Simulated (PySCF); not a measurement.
**Functional benchmark on one molecule**

Molecule: `FC(F)F`, CHF3.

Atom-mapped SMILES (the numbers label the heavy atoms): `[F:1][CH:2]([F:3])[F:4]`; H(Xn) means a hydrogen on atom n.

Geometry PBE0-D3(BJ)/def2-SVP throughout; GIAO in PySCF, gas phase, one conformer, non-relativistic; equivalent atoms averaged; basis pcSseg-2.

Reference values (measured; gas, zero density; Jackowski, Slowinski, Molecules 2023, 28, 1499): σ(H(C2)) = 24.58 ppm, σ(C2) = 68.7 ppm, σ(F1/F3/F4) = 274.0 ppm.

**Question.** How do the functionals HF, LDA, PBE, BLYP, BP86, OPBE, KT2, KT3, B97-D, B3LYP, PBE0, mPW1PW91, WP04, B97-2, BHandHLYP, CAM-B3LYP, wB97X-D, LC-wPBE perform against the reference? Times are CPU seconds on shared hosts with different chips, so compare them loosely.

**Answer.** 
```csv
functional,kind,H(C2),C2,F1/F3/F4,abs. error H,abs. error C,abs. error F,core-s
HF,Hartree–Fock,25.83,83.0,303.4,1.25,14.3,29.4,2.3
LDA,LDA,24.09,46.3,242.5,0.49,22.4,31.5,6.1
PBE,GGA,24.56,49.0,245.7,0.02,19.7,28.3,7.4
BLYP,GGA,24.70,44.3,243.9,0.12,24.4,30.1,7.4
BP86,GGA,24.61,49.2,247.8,0.03,19.5,26.2,7
OPBE,GGA,24.67,58.2,255.4,0.09,10.5,18.6,7
KT2,GGA,24.59,56.6,247.0,0.01,12.1,27.0,7.4
KT3,GGA,24.80,57.2,251.2,0.22,11.5,22.8,7.4
B97-D,GGA,24.80,52.0,254.2,0.22,16.7,19.8,7.1
B3LYP,global hybrid,24.95,52.4,258.7,0.37,16.3,15.3,4.5
PBE0,global hybrid,24.91,58.6,264.0,0.33,10.1,10.0,4.5
mPW1PW91,global hybrid,24.96,58.0,264.9,0.38,10.7,9.1,4.6
WP04,global hybrid,25.20,43.6,264.8,0.62,25.1,9.2,8.2
B97-2,global hybrid,25.01,59.3,266.1,0.43,9.4,7.9,5.2
BHandHLYP,global hybrid,25.27,64.0,276.9,0.69,4.7,2.9,5
CAM-B3LYP,range-separated hybrid,24.93,55.4,263.3,0.35,13.3,10.7,6.8
wB97X-D,range-separated hybrid,25.06,58.9,268.5,0.48,9.8,5.5,7.3
LC-wPBE,range-separated hybrid,24.99,59.3,270.3,0.41,9.4,3.7,8.6
```

For ¹H the closest is KT2 (0.01 ppm, with PBE, BP86 practically level) and the furthest HF (1.25 ppm).

For ¹³C the closest is BHandHLYP (4.7 ppm) and the furthest WP04 (25.1 ppm).

For ¹⁹F the closest is BHandHLYP (2.9 ppm) and the furthest LDA (31.5 ppm). One molecule is a small sample, and vibrational effects are absent from the calculation.
